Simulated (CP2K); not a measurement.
Runs of CP2K 2026.2 on KTaO3. It takes space group Pm-3m (No. 221, cubic). The conventional cell has a = 3.988 Å, b = 3.988 Å, c = 3.988 Å, α = 90.00°, β = 90.00°, γ = 90.00°. Ta (site symmetry m-3m) is surrounded by 6 O at 1.99 Å. K (site symmetry m-3m) is surrounded by 12 O at 2.82 Å. Around O (site symmetry 4/mmm) lie 2 Ta at 1.99 Å. 

```csv
level,potentials or basis,spin,k points reduced by the point group,soc after scf,gap on the mesh (eV),pressure (GPa)
PBE,"GTH_POTENTIALS Ta GTH-PBE-q13, K GTH-PBE-q9, O GTH-PBE-q6; DZVP-MOLOPT-SR-GTH basis",off,yes,-,2.18,2.3
PBE,"GTH_SOC_POTENTIALS Ta GTH-PBE-q13, K GTH-PBE-q9, O GTH-PBE-q6; DZVP-MOLOPT-SR-GTH basis","SOC, no magnetisation",-,yes,-,2.3
LDA,"GTH_SOC_POTENTIALS Ta GTH-PBE-q13, K GTH-PBE-q9, O GTH-PBE-q6; DZVP-MOLOPT-SR-GTH basis","SOC, no magnetisation",-,yes,-,-6.1
LDA,"GTH_POTENTIALS Ta GTH-PBE-q13, K GTH-PBE-q9, O GTH-PBE-q6; DZVP-MOLOPT-SR-GTH basis",off,yes,-,(a),-6.1
```

Alike in all rows: task band structure; cell as given; k mesh 7 × 7 × 7; smearing fermi-dirac 0.05 eV.

Question: Estimate the missing entries.

Answer: (a) 2.05.

Caveats: the basis of atomic orbitals isn't converged, which shifts pressures, moduli and gaps; spin-orbit coupling is left out, which moves the levels of the heavy elements (some runs); the potentials were made for another functional, which shifts forces and pressure (some runs).

A k mesh can miss the band edges, and rows without SOC leave out spin-orbit coupling on Ta.
